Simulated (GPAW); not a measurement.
Input of a GPAW 26.7.0 run:

run.py

```python
from ase import Atoms
from ase.dft.bandgap import bandgap
from ase.io import write
from ase.units import GPa
from gpaw import GPAW, PW

atoms = Atoms(['Hf', 'Hf'],
              cell=[[3.1967, 0.0, 0.0],
                    [-1.59835, 2.7684234083, 0.0],
                    [0.0, 0.0, 5.0578]],
              scaled_positions=[[0.6666666667, 0.3333333333, 0.75],
                                [0.3333333333, 0.6666666667, 0.25]],
              pbc=True)

calc = GPAW(mode=PW(600),
            xc='revPBE',
            kpts={'size': (10, 10, 5), 'gamma': True},
            occupations={'name': 'fermi-dirac', 'width': 0.05},
            nbands=24,
            convergence={'density': 1e-05, 'energy': 1e-05},
            maxiter=150,
            txt='gpaw.txt')
atoms.calc = calc
energy = atoms.get_potential_energy()
forces = atoms.get_forces()
stress = atoms.get_stress()
calc.write('gs.gpw')
write('result.traj', atoms)
print(f'Energy: {energy:.6f} eV')
print('Forces (eV/A):')
print(forces.round(4))
print('Stress (GPa):', (stress / GPa).round(3))
print('Fermi level:', round(calc.get_fermi_level(), 4), 'eV')
print(f'Gap: {bandgap(calc)[0]:.4f} eV, direct: {bandgap(calc, direct=True)[0]:.4f} eV')

path = atoms.cell.bandpath('GMKGALHA,LM,KH', npoints=100, eps=1e-4)
bs_calc = calc.fixed_density(kpts=path, symmetry='off', nbands=36,
                             convergence={'bands': 'CBM+6.0', 'eigenstates': 1e-6}, txt='bands.txt')
bs = bs_calc.band_structure()
bs.write('bs.json')
print(f'Gap on the path: {bandgap(bs_calc)[0]:.4f} eV')
```

Potentials or basis: the program's PAW data sets (release 1.2.1) made for this functional, pw.

The run is started by

```bash
$ OMP_NUM_THREADS=1 python run.py
```

(1) Predict the pressure.

(2) Predict the band gap along the path.

Results:

(1) 3.0 GPa.

(2) none (metal or under the smearing width).

Caveat: spin-orbit coupling is left out, which moves the levels of the heavy elements.
